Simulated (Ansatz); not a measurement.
# HfC (Fm-3m) in Ansatz: a series of runs

One crystal, HfC, is run at these levels: r2SCAN, PBE; tasks: band structure, single point, equation of state.

All numbers are computed with Ansatz 0.2.0; they aren't measurements. Logs are shortened: lines on timing, memory, paths and dates and some standing lists are left out, and cuts for length are marked.

## (1) The crystal as given

It takes space group Fm-3m (No. 225, cubic). Conventional cell: a = 4.650 Å, b = 4.650 Å, c = 4.650 Å, α = 90.00°, β = 90.00°, γ = 90.00°. Hf (site symmetry m-3m) has 6 C at 2.33 Å as nearest neighbours. C (site symmetry m-3m) is surrounded by 6 Hf at 2.33 Å.

## (2) Band structure, r2SCAN

Contents of input.yaml:

```yaml
crystal:
  lattice:
    - [0.0, 2.325, 2.325]
    - [2.325, 0.0, 2.325]
    - [2.325, 2.325, 0.0]
  atoms:
    - { symbol: Hf, position: [0.5, 0.5, 0.5] }
    - { symbol: C, position: [0.0, 0.0, 0.0] }
hamiltonian:
  xc: r2scan
  pseudopotentials: { kind: paw }
kpoints:
  mp_grid: { grid: [10, 10, 10] }
  band_path:
    path:
      - [[0.0, 0.0, 0.0], [0.5, 0.0, 0.5], [0.5, 0.25, 0.75], [0.375, 0.375, 0.75], [0.0, 0.0, 0.0], [0.5, 0.5, 0.5], [0.625, 0.25, 0.625], [0.5, 0.25, 0.75], [0.5, 0.5, 0.5], [0.375, 0.375, 0.75]]
      - [[0.625, 0.25, 0.625], [0.5, 0.0, 0.5]]
    npoints: 14
scf:
  occupations: { method: fermi_dirac, width: 0.05 }
  n_extra_bands: 6
output:
  forces: true
  stress: true
  eigenvalues: true
  fatbands: false
  write_density: true
  write_potential: true
  elf: true
  volumetric_format: npy
```

Potentials or basis: Ansatz PAW.

The run is started by

```console
$ ansatz run input.yaml --threads 2 --pin off --max-ram 5632MiB --backend cpu --events-out ev --progress --plain --runs-dir out
```

Standard output:

```text
Warning: RAYON_NUM_THREADS=2 ignored (pool sized by the plan → 2); use --threads N
scf.n_extra_bands = 6 over 15 filled bands (N_el = 30.0): the run solves 21 bands
Engine: ansatz 0.2.0, aarch64-unknown-linux-gnu
Pseudopotentials: kind: paw
Pseudopotential: Hf, paw, valence charge 26, recommended cutoff 500 eV (meta_gga), Hf.paw.azcp
Pseudopotential: C, paw, valence charge 4, recommended cutoff 500 eV (meta_gga), C.paw.azcp
Functional definition: r2SCAN
  parameter k0 = 0.174
  parameter k1 = 0.065
  parameter a1 = 4.9479
  exchange = r2scan_x(k0 = k0, k1 = k1, a1 = a1)
  correlation = r2scan_c
Crystal: 2 atoms, lattice volume = 25.136 Å³
Basis set: ecut = 500 eV, 609 PW (Γ), exchange–correlation on 96×96×96 points (64 copies of the dense FFT grid, shifted against one another)
Bands: 21, of which v1, the nominal top of the filled ones, is band 15 counted from 1 (14 counted from 0)
Symmetry: 48 space group operations
Space group: Fm-3m (ITA 225), of the structure as read, at distance tolerance 2.9e-5 Å
k-points: 47 of 1000
Non-local potential: Hf, projectors of the file, l = 0: 3, l = 1: 2, l = 2: 2, l = 3: 3
Non-local potential: C, projectors of the file, l = 0: 2, l = 1: 2, l = 2: 1
PAW form: soft (Blöchl's): semilocal exchange-correlation on the pseudo side does not see the compensation charge
PAW frozen core: Hf, regenerated for the run's functional (the file was generated under x = pbe(κ = 0.804, μ = 0.2195149727645171), c = pbe(β = 0.06672455060314922))
PAW frozen core: C, regenerated for the run's functional (the file was generated under x = pbe(κ = 0.804, μ = 0.2195149727645171), c = pbe(β = 0.06672455060314922))
PAW one-centre angular grid: Hf, 974 points (default); XC on 160 Gauss nodes
PAW one-centre angular grid: C, 302 points (default); XC on 239 of its mesh's 2573 points in the sphere
Initial density: superposition of atomic densities (neutral atoms: chi_scale 0, normalization atom), corrected by the library's trained network
Initial wavefunctions: pseudopotential atomic-orbital guess
Functional: x = r2scan, c = r2scan; τ floored in thin density (d = 2e-4 eV/Å³)
SCF iter   1: F=—  HF=-15986.869717 eV  |F-HF|=—  |Δ(HF+E_count)|=         —  Δρ=9.58e-3  dr2=1.63e-2  dr2_τ=1.38e-1  ethr=1.77e-3  ⟨swp⟩=4.9  Hψ=4016  notcnv=0  defer=5
preconditioner: auto → none  [insulator: Δε(μ)=0.117 eV  Ē_g=20.842 eV  σ=0.050 eV  W_gap=0.52  n_scr=14 (ndim 8)  ℏωp=39.2 eV  f_vac=0.000  D(μ)=0.27/eV (n_scr^D=0)  ε∞_Penn≈4.5]
SCF iter   2: F=—  HF=-15986.899399 eV  |F-HF|=—  |Δ(HF+E_count)|=   2.97e-2  Δρ=4.55e-3  dr2=4.03e-3  dr2_τ=8.48e-4  ethr=5.42e-5  ⟨swp⟩=2.0  Hψ=2289  notcnv=0  defer=61
SCF iter   3: F=—  HF=-15986.899048 eV  |F-HF|=—  |Δ(HF+E_count)|=   3.51e-4  Δρ=2.94e-3  dr2=9.88e-4  dr2_τ=2.03e-4  ethr=1.34e-5  ⟨swp⟩=2.0  Hψ=1768  notcnv=0  defer=61
SCF iter   4: F=—  HF=-15986.899272 eV  |F-HF|=—  |Δ(HF+E_count)|=   2.24e-4  Δρ=1.25e-3  dr2=3.42e-4  dr2_τ=4.27e-5  ethr=3.29e-6  ⟨swp⟩=2.8  Hψ=1589  notcnv=0  defer=61
SCF iter   5: F=—  HF=-15986.899312 eV  |F-HF|=—  |Δ(HF+E_count)|=   3.99e-5  Δρ=1.60e-4  dr2=6.41e-6  dr2_τ=7.72e-7  ethr=1.14e-6  ⟨swp⟩=2.0  Hψ=1189  notcnv=0  defer=61
SCF iter   6: F=—  HF=-15986.899311 eV  |F-HF|=—  |Δ(HF+E_count)|=   4.37e-7  Δρ=9.19e-5  dr2=2.86e-6  dr2_τ=1.74e-7  ethr=2.14e-8  ⟨swp⟩=2.0  Hψ=1269  notcnv=0  defer=61
SCF iter   7: F=—  HF=-15986.899312 eV  |F-HF|=—  |Δ(HF+E_count)|=   1.38e-7  Δρ=5.99e-5  dr2=1.26e-6  dr2_τ=1.52e-8  ethr=9.53e-9  ⟨swp⟩=1.3  Hψ=943  notcnv=0  defer=61
SCF iter   8: F=-15986.899312 eV  HF=-15986.899312 eV  |F-HF|=2.64e-8  |Δ(HF+E_count)|=   3.20e-8  Δρ=1.36e-5  dr2=6.45e-8  dr2_τ=9.32e-10  ethr=3.33e-10  ⟨swp⟩=10.7  Hψ=6718  notcnv=0
SCF 1 converged in 8 iterations: F = -15986.899312 eV  dr2 = 6.45e-8
NSCF: frozen V_eff on 142 k-points
SCF converged after 8 iterations
Free energy (F): -15986.899312 eV
Harris-Foulkes:  -15986.899312 eV  (|F-HF|=2.64e-8)
Internal energy: -15986.897096 eV  (E = F + TS)
E sigma→0 (E₀):  -15986.898204 eV
Entropy (-TS):   -0.002216 eV (-1.108 meV/atom)
Fermi energy:    20.161789 eV
--- Per-component energies (eV) ---
  E_band       = 93.777352
  E_kinetic    = 512.031956
  E_local      = -4989.925848  (includes V_loc(G=0)·N_el)
  E_nonlocal   = -1221.647171
  E_hartree    = 2360.403610
  E_xc         = -331.771426
  E_vxc        = -359.649579  (∫ρ·V_xc dr)
  E_paw        = -7052.844498  (= ΣΔE_a)
  E_vpaw       = 1414.545541  (= ΣTr[D̂ρ^β])
  E_aug_tail   = 0.000003  (compensation charges beyond the density's cutoff)
  E_vtau       = 17.611067  (kinetic-family band-sum trace: ∫τ·v_τ [+ j·A + Jᵃ·Aᵃ] dr)
  E_ewald      = -5263.440471
  E_core_change = 0.296748  (= ΣΔE_core)
  E_smearing   = -0.002216  (= −TS)
  E_closure    = -0.000000  (closes the sum)
  Σ components = -15986.899312   (vs F -15986.899312, Δ=0.00e0)
--- Forces (eV/Å), atoms counted from 1 ---
  atom   1  Hf     0.00000000    -0.00000000    -0.00000000
  atom   2  C     -0.00000000     0.00000000     0.00000000
  max |Σ_I F_I| component: 9.37e-29 eV/Å
--- Stress (GPa, compression-positive) ---
       -1.398924       0.000000       0.000000
       -0.000000      -1.398924       0.000000
        0.000000      -0.000000      -1.398924
  P = ⅓ Tr σ = -1.3989 GPa (-13.989 kbar)
--- Band table (eV; the first three rows and the last of 47) ---
  k-point 0: bands = ["-42.8599", "-10.6434", "-10.6434", "-10.6434", "7.0272", "8.7163", "8.7163", "8.7163", "8.7174", "8.8052", "8.8052", "8.8052", "21.1316", "21.1316", "21.1316", "21.6759", "21.6759", "21.6759", "23.5983", "23.5983", "27.4844"]
  k-point 1: bands = ["-42.8559", "-10.7138", "-10.6498", "-10.6498", "7.2737", "8.7202", "8.7226", "8.7226", "8.7234", "8.7997", "8.7997", "8.8054", "19.7455", "20.1009", "20.1009", "22.0838", "22.0838", "22.4522", "24.7539", "24.7539", "28.0570"]
  k-point 2: bands = ["-42.8452", "-10.8935", "-10.6666", "-10.6666", "7.9309", "8.7306", "8.7392", "8.7392", "8.7746", "8.7862", "8.7862", "8.8061", "17.8796", "18.7847", "18.7847", "22.8511", "22.8511", "23.0431", "26.8332", "26.8332", "29.2574"]
  k-point 46: bands = ["-42.8031", "-11.1182", "-11.0058", "-10.8911", "8.6540", "8.7463", "8.7511", "8.7523", "8.7755", "8.7781", "8.7781", "9.6913", "17.1800", "17.1894", "17.3495", "22.9620", "25.0489", "27.1262", "27.3827", "28.7029", "33.3961"]
```

Wall time 3.6 s (2 threads of Arm Neoverse V1, shared host); peak memory 0.39 GiB.

Results:

* Free energy: -15986.8993 eV
* Pressure: -1.4 GPa
* Band gap on the k mesh: none (metal or under the smearing width)

Levels at the corners of the path, in eV from the Fermi level:
| point | band 12 | band 13 | band 14 | band 15 | band 16 | band 17 | band 18 | band 19 |
| --- | --- | --- | --- | --- | --- | --- | --- | --- |
| Γ | -11.36 | 0.97 | 0.97 | 0.97 | 1.51 | 1.51 | 1.51 | 3.44 |
| X | -11.27 | -2.90 | -1.74 | -0.23 | -0.23 | 5.36 | 6.95 | 6.95 |
| W | -10.38 | -3.21 | -2.93 | -2.93 | 3.86 | 3.86 | 6.97 | 7.38 |
| K | -10.47 | -3.71 | -3.00 | -1.86 | 1.71 | 6.00 | 6.44 | 8.49 |
| Γ | -11.36 | 0.97 | 0.97 | 0.97 | 1.51 | 1.51 | 1.51 | 3.44 |
| L | -9.21 | -6.42 | -3.26 | -3.26 | 5.53 | 5.53 | 6.08 | 6.90 |
| U | -10.47 | -3.71 | -3.00 | -1.86 | 1.71 | 6.00 | 6.44 | 8.49 |
| W | -10.38 | -3.21 | -2.93 | -2.93 | 3.86 | 3.86 | 6.97 | 7.38 |
| L | -9.21 | -6.42 | -3.26 | -3.26 | 5.53 | 5.53 | 6.08 | 6.90 |
| K | -10.47 | -3.71 | -3.00 | -1.86 | 1.71 | 6.00 | 6.44 | 8.49 |
| U | -10.47 | -3.71 | -3.00 | -1.86 | 1.71 | 6.00 | 6.44 | 8.49 |
| X | -11.27 | -2.90 | -1.74 | -0.23 | -0.23 | 5.36 | 6.95 | 6.95 |

Caveat: spin-orbit coupling is left out, which moves the levels of the heavy elements; the PAW data sets come from PBE, with cores solved anew for the run's functional, which leaves a small shift of forces and pressure.

## (3) Single point, r2SCAN, 11.81 Å³/atom (volume scaled by 0.94)

Contents of input.yaml:

```yaml
crystal:
  lattice:
    - [0.0, 2.2775377028, 2.2775377028]
    - [2.2775377028, 0.0, 2.2775377028]
    - [2.2775377028, 2.2775377028, 0.0]
  atoms:
    - { symbol: Hf, position: [0.5, 0.5, 0.5] }
    - { symbol: C, position: [0.0, 0.0, 0.0] }
hamiltonian:
  xc: r2scan
  pseudopotentials: { kind: paw }
kpoints:
  mp_grid: { grid: [10, 10, 10] }
scf:
  occupations: { method: fermi_dirac, width: 0.05 }
output:
  forces: true
  stress: true
  eigenvalues: true
  write_density: true
  write_potential: true
  elf: true
  volumetric_format: npy
```

Potentials or basis: Ansatz PAW.

The run is started by

```console
$ ansatz run input.yaml --threads 2 --pin off --max-ram 5632MiB --backend cpu --events-out ev --progress --plain --runs-dir out
```

It took 2.4 s on 2 threads of Arm Neoverse V1, shared host; peak memory 0.37 GiB.

Results (log left out):

```yaml
Free_energy: -15986.8378 eV
Pressure: 15.3 GPa
Band_gap_on_the_k_mesh: none (metal or under the smearing width)
```

Caveat: the PAW data sets come from PBE, with cores solved anew for the run's functional, which leaves a small shift of forces and pressure.

## (4) Single point, r2SCAN, 12.07 Å³/atom (volume scaled by 0.96)

Contents of input.yaml:

```yaml
crystal:
  lattice:
    - [0.0, 2.2935772291, 2.2935772291]
    - [2.2935772291, 0.0, 2.2935772291]
    - [2.2935772291, 2.2935772291, 0.0]
  atoms:
    - { symbol: Hf, position: [0.5, 0.5, 0.5] }
    - { symbol: C, position: [0.0, 0.0, 0.0] }
hamiltonian:
  xc: r2scan
  pseudopotentials: { kind: paw }
kpoints:
  mp_grid: { grid: [10, 10, 10] }
scf:
  occupations: { method: fermi_dirac, width: 0.05 }
output:
  forces: true
  stress: true
  eigenvalues: true
```

The run is started by

```console
$ ansatz run input.yaml --threads 2 --pin off --max-ram 5632MiB --backend cpu --events-out ev --progress --plain --runs-dir out
```

Run time: 1.9 s. Hardware: 2 threads of Arm Neoverse V1, shared host; peak memory 0.36 GiB.

It converged, with:

| Quantity | Value |
| --- | --- |
| Free energy | -15986.8760 eV |
| Pressure | 9.2 GPa |
| Band gap on the k mesh | none (metal or under the smearing width) |

Caveat: the PAW data sets come from PBE, with cores solved anew for the run's functional, which leaves a small shift of forces and pressure.

## (5) Single point, r2SCAN, 12.32 Å³/atom (volume scaled by 0.98)

input.yaml, as its differences from that of step 4:

```diff
@@ -2,5 +2,5 @@
   lattice:
-    - [0.0, 2.2935772291, 2.2935772291]
-    - [2.2935772291, 0.0, 2.2935772291]
-    - [2.2935772291, 2.2935772291, 0.0]
+    - [0.0, 2.309395503, 2.309395503]
+    - [2.309395503, 0.0, 2.309395503]
+    - [2.309395503, 2.309395503, 0.0]
   atoms:
```

The run is started by

```console
$ ansatz run input.yaml --threads 2 --pin off --max-ram 5632MiB --backend cpu --events-out ev --progress --plain --runs-dir out
```

Run time: 2 s. Hardware: 2 threads of Arm Neoverse V1, shared host; peak memory 0.36 GiB.

The run converged. Its results:

- Free energy: -15986.8959 eV
- Pressure: 3.6 GPa
- Band gap on the k mesh: none (metal or under the smearing width)

Caveat: the PAW data sets come from PBE, with cores solved anew for the run's functional, which leaves a small shift of forces and pressure.

## (6) Single point, r2SCAN, 12.57 Å³/atom

input.yaml, as its differences from that of step 5:

```diff
@@ -2,5 +2,5 @@
   lattice:
-    - [0.0, 2.309395503, 2.309395503]
-    - [2.309395503, 0.0, 2.309395503]
-    - [2.309395503, 2.309395503, 0.0]
+    - [0.0, 2.325, 2.325]
+    - [2.325, 0.0, 2.325]
+    - [2.325, 2.325, 0.0]
   atoms:
```

Potentials or basis: Ansatz PAW.

The run is started by

```console
$ ansatz run input.yaml --threads 2 --pin off --max-ram 5632MiB --backend cpu --events-out ev --progress --plain --runs-dir out
```

Wall time 2.1 s (2 threads of Arm Neoverse V1, shared host); peak memory 0.36 GiB.

The run converged. Its results:

| Property | Result |
| --- | --- |
| Free energy | -15986.8993 eV |
| Pressure | -1.4 GPa |
| Band gap on the k mesh | none (metal or under the smearing width) |

Caveat: the PAW data sets come from PBE, with cores solved anew for the run's functional, which leaves a small shift of forces and pressure.

## (7) Single point, r2SCAN, 12.82 Å³/atom (volume scaled by 1.02)

input.yaml, as its differences from that of step 6:

```diff
@@ -2,5 +2,5 @@
   lattice:
-    - [0.0, 2.325, 2.325]
-    - [2.325, 0.0, 2.325]
-    - [2.325, 2.325, 0.0]
+    - [0.0, 2.3403977997, 2.3403977997]
+    - [2.3403977997, 0.0, 2.3403977997]
+    - [2.3403977997, 2.3403977997, 0.0]
   atoms:
```

The run is started by

```console
$ ansatz run input.yaml --threads 2 --pin off --max-ram 5632MiB --backend cpu --events-out ev --progress --plain --runs-dir out
```

It took 2.2 s on 2 threads of Arm Neoverse V1, shared host; peak memory 0.38 GiB.

The run converged. Its results:

* Free energy: -15986.8877 eV
* Pressure: -6.0 GPa
* Band gap on the k mesh: none (metal or under the smearing width)

Caveat: the PAW data sets come from PBE, with cores solved anew for the run's functional, which leaves a small shift of forces and pressure.

## (8) Single point, r2SCAN, 13.07 Å³/atom (volume scaled by 1.04)

input.yaml, as its differences from that of step 7:

```diff
@@ -2,5 +2,5 @@
   lattice:
-    - [0.0, 2.3403977997, 2.3403977997]
-    - [2.3403977997, 0.0, 2.3403977997]
-    - [2.3403977997, 2.3403977997, 0.0]
+    - [0.0, 2.3555956139, 2.3555956139]
+    - [2.3555956139, 0.0, 2.3555956139]
+    - [2.3555956139, 2.3555956139, 0.0]
   atoms:
```

The run is started by

```console
$ ansatz run input.yaml --threads 2 --pin off --max-ram 5632MiB --backend cpu --events-out ev --progress --plain --runs-dir out
```

Run time: 2.2 s. Hardware: 2 threads of Arm Neoverse V1, shared host; peak memory 0.38 GiB.

The run converged. Its results:

```
Free energy            : -15986.8624 eV
Pressure               : -10.1 GPa
Band gap on the k mesh : none (metal or under the smearing width)
```

Caveat: the PAW data sets come from PBE, with cores solved anew for the run's functional, which leaves a small shift of forces and pressure.

## (9) Single point, r2SCAN, 13.32 Å³/atom (volume scaled by 1.06)

input.yaml, as its differences from that of step 8:

```diff
@@ -2,5 +2,5 @@
   lattice:
-    - [0.0, 2.3555956139, 2.3555956139]
-    - [2.3555956139, 0.0, 2.3555956139]
-    - [2.3555956139, 2.3555956139, 0.0]
+    - [0.0, 2.3705998121, 2.3705998121]
+    - [2.3705998121, 0.0, 2.3705998121]
+    - [2.3705998121, 2.3705998121, 0.0]
   atoms:
```

Potentials or basis: Ansatz PAW.

The run is started by

```console
$ ansatz run input.yaml --threads 2 --pin off --max-ram 5632MiB --backend cpu --events-out ev --progress --plain --runs-dir out
```

Wall time 2.4 s (2 threads of Arm Neoverse V1, shared host); peak memory 0.38 GiB.

The run converged. Its results:

```yaml
Free_energy: -15986.8247 eV
Pressure: -13.8 GPa
Band_gap_on_the_k_mesh: none (metal or under the smearing width)
```

Caveat: the PAW data sets come from PBE, with cores solved anew for the run's functional, which leaves a small shift of forces and pressure.

## (10) Equation of state, r2SCAN

This step only gathers the single runs of the series.

Results:

```yaml
Equilibrium_volume: 12.50 Å³/atom
Bulk_modulus: 245 GPa
Pressure_derivative_of_the_bulk_modulus: 3.9
```

Energy against volume, from the lowest point:
| volume (Å³/atom) | energy (meV/atom) |
| --- | --- |
| 11.814 | 30.76 |
| 12.065 | 11.65 |
| 12.317 | 1.68 |
| 12.568 | 0.00 |
| 12.819 | 5.83 |
| 13.071 | 18.47 |
| 13.322 | 37.29 |

Caveat: the PAW data sets were made with another functional, which shifts forces and pressure a little.

[end of part 1 of 2]
